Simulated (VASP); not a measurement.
# InSe monolayer under biaxial strain, part 7 of 7

How do the gap and the band positions of InSe monolayer follow biaxial strain?

VASP 6.6.1, plane waves and PAW; the level of theory is named at each step.

So far. Step 19 (Strained, atoms relaxed, biaxial strain 0.03): The run ended after 7 ionic steps, 0.028 eV below its first step, once the forces on the free atoms met EDIFFG = -0.015.

### 21. Strained, atoms relaxed, biaxial strain 0.04

This step: PBE with D3(BJ); plane waves and PAW (In, Se) (VASP 6.6.1).

Contents of INCAR:

```
SYSTEM = InSe
PREC = Normal
ENCUT = 350
EDIFF = 1E-06
NELM = 120
ISMEAR = 0
SIGMA = 0.03
LREAL = .FALSE.
ALGO = Fast
GGA = PE
IVDW = 12
NBANDS = 15
LORBIT = 11
LWAVE = .FALSE.
LCHARG = .FALSE.
KPAR = 4
IBRION = 2
NSW = 30
ISIF = 2
EDIFFG = -0.015
POTIM = 0.4
MAXMIX = 40
IDIPOL = 3
LDIPOL = .TRUE.
DIPOL = 0.5 0.5 0.5
```

Contents of POSCAR:

```
InSe
1.0
    4.1992292659      0.0000000000      0.0000000000
   -2.0996146330      3.6366392207      0.0000000000
    0.0000000000      0.0000000000     22.0000000000
In Se
2 2
Direct
    0.3333333333      0.6666666667      0.4366860628
    0.3333333333      0.6666666667      0.5633139372
    0.6666666667      0.3333333333      0.3773759262
    0.6666666667      0.3333333333      0.6226240738
```

Contents of KPOINTS:

```
Automatic mesh
0
Gamma
9 9 1
0 0 0
```

PAW data sets: In and Se (PBE family, release 64).

On the command line:

```console
mpirun -np 4 vasp_std
```

What it wrote:

```text
[... set-up lines as in an earlier step ...]
 entering main loop
       N       E                     dE             d eps       ncg     rms          rms(c)
DAV:   1     0.100272370420E+03    0.10027E+03   -0.44746E+03   360   0.612E+02
DAV:   2    -0.391241247802E+00   -0.10066E+03   -0.96772E+02   537   0.123E+02
DAV:   3    -0.142838361815E+02   -0.13893E+02   -0.13747E+02   479   0.538E+01
DAV:   4    -0.146621264832E+02   -0.37829E+00   -0.37745E+00   465   0.109E+01
[...]
RMM:  15    -0.141372011204E+02   -0.79646E-05   -0.32889E-06   282   0.810E-03    0.437E-03
RMM:  16    -0.141372213895E+02   -0.20269E-04   -0.41853E-06   289   0.772E-03    0.285E-03
RMM:  17    -0.141372219800E+02   -0.59049E-06   -0.60198E-07   255   0.323E-03
   1 F= -.14945529E+02 E0= -.14945529E+02  d E =-.149455E+02
[... from here on, the cycles between the ionic steps are left out ...]
   2 F= -.14976697E+02 E0= -.14976697E+02  d E =-.311680E-01
   3 F= -.14982024E+02 E0= -.14982024E+02  d E =-.364948E-01
   4 F= -.14982030E+02 E0= -.14982030E+02  d E =-.365010E-01
   5 F= -.14984941E+02 E0= -.14984941E+02  d E =-.291049E-02
   6 F= -.14991245E+02 E0= -.14991245E+02  d E =-.921487E-02
   7 F= -.14992176E+02 E0= -.14992176E+02  d E =-.101455E-01
   8 F= -.14993760E+02 E0= -.14993760E+02  d E =-.117295E-01
[...]
reached required accuracy - stopping structural energy minimisation
```

The job ended after 1.7 min (4 MPI ranks of AMD EPYC 7571, shared host; peak memory 0.84 GiB).

From OUTCAR (step 21):

```text
 Edisp (eV)   -0.82360

 Edisp (eV)   -0.81948

  Total      -2.15190    -2.15190    -0.02121     0.00000     0.00000    -0.00000
  in kB     -10.26219   -10.26219    -0.10117     0.00000     0.00000    -0.00000
  external pressure =       -6.88 kB  Pullay stress =        0.00 kB

 POSITION                                       TOTAL-FORCE (eV/Angst)
 -----------------------------------------------------------------------------------
     -0.00000      2.42443      9.60121        -0.000000      0.000000      0.009585
     -0.00000      2.42443     12.39879        -0.000000      0.000000     -0.009585
      2.09961      1.21221      8.38899         0.000000     -0.000000     -0.001228
      2.09961      1.21221     13.61101         0.000000     -0.000000      0.001228
 -----------------------------------------------------------------------------------
    total drift:                               -0.000001      0.000000      0.000000

  FREE ENERGIE OF THE ION-ELECTRON SYSTEM (eV)
  ---------------------------------------------------
  free  energy   TOTEN  =       -14.9937595379 eV

  energy  without entropy=      -14.9937595379  energy(sigma->0) =      -14.99375954

[... 2 parts as in an earlier step ...]

[... 2 further parts left out ...]
[key lines of the parts left out:]
E-fermi :  -2.7769
```

The run ended after 8 ionic steps, 0.048 eV below its first step, once the forces on the free atoms met EDIFFG = -0.015.

### 22. Strained, levels with spin-orbit coupling, biaxial strain 0.04

This step: PBE with D3(BJ), spin-orbit coupling; plane waves and PAW (In, Se) (VASP 6.6.1).

Contents of INCAR:

```
SYSTEM = InSe
PREC = Normal
ENCUT = 350
EDIFF = 1E-06
NELM = 120
ISMEAR = 0
SIGMA = 0.03
LREAL = .FALSE.
ALGO = Fast
GGA = PE
IVDW = 12
LNONCOLLINEAR = .TRUE.
MAGMOM = 0 0 0 0 0 0 0 0 0 0 0 0
NBANDS = 30
GGA_COMPAT = .FALSE.
LASPH = .TRUE.
LSORBIT = .TRUE.
LWAVE = .FALSE.
LCHARG = .FALSE.
KPAR = 4
IDIPOL = 3
LDIPOL = .TRUE.
DIPOL = 0.5 0.5 0.5
LVHAR = .TRUE.
LVACPOTAV = .TRUE.
```

Contents of POSCAR:

```
InSe
1.0
    4.1992292659      0.0000000000      0.0000000000
   -2.0996146330      3.6366392207      0.0000000000
    0.0000000000      0.0000000000     22.0000000000
In Se
2 2
Direct
    0.3333333333      0.6666666667      0.4364185614
    0.3333333333      0.6666666667      0.5635814386
    0.6666666667      0.3333333333      0.3813178245
    0.6666666667      0.3333333333      0.6186821755
```

KPOINTS is that of step 21.

Contents of KPOINTS_OPT:

```
Line mode
14
Line-mode
Reciprocal
  0.00000000   0.00000000   0.00000000 GAMMA
  0.50000000   0.00000000   0.00000000 M

  0.50000000   0.00000000   0.00000000 M
  0.33333333   0.33333333   0.00000000 K

  0.33333333   0.33333333   0.00000000 K
  0.00000000   0.00000000   0.00000000 GAMMA
```

On the command line:

```console
mpirun -np 4 vasp_ncl
```

What it wrote:

```text
[... set-up lines as in an earlier step ...]
 entering main loop
       N       E                     dE             d eps       ncg     rms          rms(c)
DAV:   1     0.103691601616E+03    0.10369E+03   -0.42625E+03  1140   0.607E+02
DAV:   2     0.229337923717E+01   -0.10140E+03   -0.97631E+02  1676   0.130E+02
DAV:   3    -0.141803578807E+02   -0.16474E+02   -0.16284E+02  1466   0.568E+01
DAV:   4    -0.147608595047E+02   -0.58050E+00   -0.57884E+00  1410   0.132E+01
[...]
RMM:  20    -0.142493638523E+02   -0.44402E-05   -0.68908E-08   725   0.116E-03    0.679E-04
RMM:  21    -0.142493692845E+02   -0.54321E-05   -0.32387E-07  1000   0.180E-03    0.738E-04
RMM:  22    -0.142493702540E+02   -0.96955E-06   -0.37176E-08   636   0.900E-04
 [... a notice as in an earlier step ...]

   1 F= -.15068855E+02 E0= -.15068855E+02  d E =-.318244E-16  mag=     0.0000     0.0000     0.0000
 Start KPOINTS_OPT (optional k-point list driver)
k-point batch [1-19\42]
       N       E                     dE             ncg
DAV:   1    -0.398029215608E+03   -0.50271E+04     1148
DAV:   2    -0.223933692783E+04   -0.18413E+04     1704
DAV:   3    -0.253595841592E+04   -0.29662E+03     1392
DAV:   4    -0.254668500575E+04   -0.10727E+02     1478
DAV:   5    -0.254696089546E+04   -0.27589E+00     1536
DAV:   6    -0.254696927766E+04   -0.83822E-02     1484
DAV:   7    -0.254696968294E+04   -0.40528E-03     1560
DAV:   8    -0.254696970063E+04   -0.17693E-04     1444
DAV:   9    -0.254696970161E+04   -0.98179E-06     1202
[...]
k-point batch [39-42\42]
       N       E                     dE             ncg
DAV:   1     0.516575151126E+04   -0.12822E+03      240
DAV:   2     0.479880435871E+04   -0.36695E+03      376
DAV:   3     0.473431038393E+04   -0.64494E+02      300
DAV:   4     0.473246031834E+04   -0.18501E+01      312
DAV:   5     0.473240283208E+04   -0.57486E-01      346
DAV:   6     0.473240139480E+04   -0.14373E-02      328
DAV:   7     0.473240131435E+04   -0.80454E-04      370
DAV:   8     0.473240131198E+04   -0.23632E-05      304
DAV:   9     0.473240131183E+04   -0.15520E-06      234
```

The job ended after 5.4 min (4 MPI ranks; peak memory 2.2 GiB).

From OUTCAR (step 22):

```text
 Edisp (eV)   -0.81948

  Total      -2.15722    -2.15722    -0.05054     0.00000    -0.00000     0.00000
  in kB     -10.28757   -10.28757    -0.24102     0.00000    -0.00000     0.00000
  external pressure =       -6.94 kB  Pullay stress =        0.00 kB

 POSITION                                       TOTAL-FORCE (eV/Angst)
 -----------------------------------------------------------------------------------
     -0.00000      2.42443      9.60121        -0.000000      0.000000      0.015326
     -0.00000      2.42443     12.39879        -0.000000      0.000000     -0.015326
      2.09961      1.21221      8.38899        -0.000000      0.000000     -0.001966
      2.09961      1.21221     13.61101         0.000000      0.000000      0.001966
 -----------------------------------------------------------------------------------
    total drift:                               -0.000001      0.000001      0.000000

  FREE ENERGIE OF THE ION-ELECTRON SYSTEM (eV)
  ---------------------------------------------------
  free  energy   TOTEN  =       -15.0688547120 eV

  energy  without entropy=      -15.0688547120  energy(sigma->0) =      -15.06885471

[... 2 parts as in an earlier step ...]

[... 1 further part left out ...]
[key lines of the parts left out:]
E-fermi :  -2.7546
```

### 23. All strains together

This step: monolayer under biaxial strain, PBE + D3(BJ); plane waves and PAW (VASP 6.6.1).

This step runs nothing: it gathers the runs above.

Numbers from this step:

* lattice a: 4.038 Å

Gaps on mesh and path; the strain energy is without spin-orbit coupling. Strain series, by row:

| biaxial strain (%) | strain energy (J/m²) | thickness (Å) | gap with spin-orbit coupling (eV) | least direct gap (eV) | highest filled level below the vacuum (eV) |
| --- | --- | --- | --- | --- | --- |
| -4 | 0.1156 | 5.569 | 1.898 | 1.898 | 5.861 |
| -3 | 0.06325 | 5.525 | 1.911 | 1.911 | 5.968 |
| -2 | 0.02725 | 5.482 | 1.907 | 1.907 | 6.068 |
| -1 | 0.006637 | 5.429 | 1.77 | 1.796 | 6.038 |
| 0 | -1.93e-7 | 5.395 | 1.603 | 1.64 | 5.988 |
| 1 | 0.006792 | 5.353 | 1.433 | 1.481 | 5.935 |
| 2 | 0.02617 | 5.31 | 1.266 | 1.323 | 5.886 |
| 3 | 0.05727 | 5.267 | 1.105 | 1.173 | 5.842 |
| 4 | 0.09922 | 5.222 | 0.9448 | 1.029 | 5.799 |

### 24. Outcome

| Item | Value |
| --- | --- |
| lattice a | 4.04 Å |

What this shows: The gap with spin-orbit coupling runs from 1.90 eV at -4 % to 0.94 eV at +4 %; the largest value among the strains run is 1.91 eV, at -3 %, and the band edges may change valleys between rows. Under tension its steps for each per cent are -169, -168, -161 and -160 meV. A cubic fit of the strain energy gives a curvature of 67 N/m in E = k ε², which is C11 + C12 for this hexagonal sheet. The sheet's thickness goes from 5.57 to 5.22 Å. Gaps are read on mesh and path and are too small at this level. The small cell can't ripple under compression.

[Lines on the potential files, build, host, timing and source positions are cut from VASP's logs without a mark.]

[Logs are printed without paths, hosts, clocks, repeated set-up lines and the standing remarks that a program may print on its own settings, such as how far it seeks lower states.]

[Hosts, paths, dates, database ids (printed as entryN), source tags and the programs' standing remarks are cut or masked in the printed files.]

[Runs that stopped without an error message from VASP are left out.]
